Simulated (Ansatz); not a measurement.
# SnO: the cost of one run

Computed with Ansatz 0.2.0 (DFT r2SCAN, scalar-relativistic, plane waves, PAW).

## 1. The system as given

It takes space group P4/nmm (No. 129, tetragonal). The conventional cell has a = 3.868 Å, b = 3.868 Å, c = 5.070 Å, α = 90.00°, β = 90.00°, γ = 90.00°. Around Sn (site symmetry 4mm) lie 4 O at 2.25 Å. O (site symmetry -4m2) is surrounded by 4 Sn at 2.25 Å.

Coordinates:

```
CELL_PARAMETERS angstrom
3.86776 0.00000 0.00000
0.00000 3.86776 0.00000
0.00000 0.00000 5.06998
ATOMIC_POSITIONS crystal
Sn 0.00000 0.50000 0.22871
Sn 0.50000 0.00000 0.77129
O 0.00000 0.00000 0.00000
O 0.50000 0.50000 0.00000
```

It is the end of an earlier relaxation with the same method, from a generated guess; it needn't be the stable form of this composition. At a tolerance of 0.02 Å it has space group P4/nmm (No. 129); it has 18.96 Å³/atom, an uncorrected energy of -1.26 eV/atom over the elements and, on its mesh, gap 0.50 eV.

## 2. The same geometry with r2SCAN

input.yaml

```yaml
crystal:
  lattice:
    - [3.8677643025, 0.0, 0.0]
    - [0.0, 3.8677643025, 0.0]
    - [0.0, 0.0, 5.0699830525]
  atoms:
    - { symbol: Sn, position: [0.0, 0.5, 0.2287087015] }
    - { symbol: Sn, position: [0.5, 0.0, 0.7712912985] }
    - { symbol: O, position: [0.0, 0.0, 0.0] }
    - { symbol: O, position: [0.5, 0.5, 0.0] }
basis:
  ecutwfc: 500
kpoints:
  mp_grid: { grid: [10, 10, 8] }
  band_path:
    path:
      - [[0.0, 0.0, 0.0], [0.0, 0.5, 0.0], [0.5, 0.5, 0.0], [0.0, 0.0, 0.0], [0.0, 0.0, 0.5], [0.0, 0.5, 0.5], [0.5, 0.5, 0.5], [0.0, 0.0, 0.5]]
      - [[0.0, 0.5, 0.0], [0.0, 0.5, 0.5]]
      - [[0.5, 0.5, 0.0], [0.5, 0.5, 0.5]]
    npoints: 14
hamiltonian:
  xc: r2scan
scf:
  occupations: { method: gaussian, width: 0.02 }
  n_extra_bands: 10
output:
  forces: true
  stress: true
  eigenvalues: true
  populations: true
  dos: { projected: true, de: 0.02, nscf_kmesh: { grid: [15, 15, 12] } }
  bader: true
  write_density: true
  write_potential: true
  elf: true
  volumetric_format: npy
```

Started as:

```console
> ansatz run input.yaml --threads 1 --pin off --max-ram 2560MiB --backend cpu --events-out ev --progress --plain --runs-dir out
```

**Question.** How long does this run take on 1 thread of Intel Xeon 6975P-C (Granite Rapids), shared host, and how much memory does it need?

About 56 s, with a peak of 0.79 GiB.
